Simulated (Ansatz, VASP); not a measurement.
**One calculation of Al2Cu, two programs**

INCAR

```
SYSTEM = Al2Cu
ALGO     = Fast           ! electronic algorithm
EDIFF    = 1E-6           ! SCF threshold, eV
ENCUT    = 520            ! plane-wave cutoff, eV
GGA      = PE             ! functional
ISIF     = 2              ! what is computed and relaxed
ISMEAR   = 0              ! smearing method
LASPH    = .TRUE.         ! aspherical terms in the spheres
LCHARG   = .TRUE.         ! write CHGCAR
LELF     = .TRUE.         ! ELF
LREAL    = .FALSE.        ! projectors in reciprocal space
LVHAR    = .TRUE.       
LWAVE    = .FALSE.        ! write WAVECAR
NBANDS   = 16             ! bands
NELM     = 100            ! most SCF steps
PREC     = Accurate       ! precision mode
SIGMA    = 0.15           ! smearing width, eV
```

The input KPOINTS:

```
k-points
0
G
  10 10 14
  0 0 0
```

File POSCAR:

```
Al2Cu
1.0
    4.1211626268      0.0000000000      0.0000000000
    0.0000000000      4.1211626268      0.0000000000
    0.0000000000      0.0000000000      2.8847334069
Al Cu
2 1
Direct
    0.5000000000      0.0019538196      0.5000000000
    0.0000000000      0.4913859260      0.5000000000
    0.0000000000      0.0028279343      0.0000000000
```

Input for Ansatz:

```yaml
crystal:
  lattice:
    - [4.1211626268, 0.0, 0.0]
    - [0.0, 4.1211626268, 0.0]
    - [0.0, 0.0, 2.8847334069]
  atoms:
    - { symbol: Al, position: [0.5, 0.0019538196, 0.5] }
    - { symbol: Al, position: [0.0, 0.491385926, 0.5] }
    - { symbol: Cu, position: [0.0, 0.0028279343, 0.0] }
basis:
  ecutwfc: 520.0
kpoints:
  mp_grid: { grid: [10, 10, 14] }
hamiltonian:
  xc: pbe
  pseudopotentials: { kind: paw, azcp: { folder: soft_1 } }
scf:
  occupations: { method: gaussian, width: 0.15 }
output:
  forces: true
  stress: true
  eigenvalues: true
```

Change from the starting cell: mode 4 frozen in at +0.000 Å and mode 9 at -0.035 Å (largest displacements).

Alike in both runs: task single point; functional PBE; k mesh 10 × 10 × 14; occupations gaussian, width 0.15 eV; no spin polarisation.

|  | VASP | Ansatz |
| --- | --- | --- |
| version | VASP 6.6.1 | Ansatz 0.2.0 |
| potentials or method | VASP PAW PBE potentials, release 64 (Al, Cu) | scalar-relativistic, plane waves, PAW |
| plane-wave cutoff (eV) | 520 | 520 |
| valence electrons in the cell | 17 | 25 |

VASP gave:

| Item | Value |
| --- | --- |
| gap on the k mesh at the Fermi level (eV) | none |
| pressure (GPa) | 0.0 |
| largest component of the traceless stress (GPa) | 0.05 |
| rms of the force components (eV/Å) | 0.174 |

Problem. What did Ansatz give for the same quantities?

Solution. gap on the k mesh at the Fermi level (eV): none; pressure (GPa): 0.1; largest component of the traceless stress (GPa): 0.06; rms of the force components (eV/Å): 0.174.

Atom by atom the forces differ by 0.000 eV/Å (rms over components). A gap of «none» marks a metal or a gap that the smearing closes. The two sets of potentials don't hold the same shells in valence.
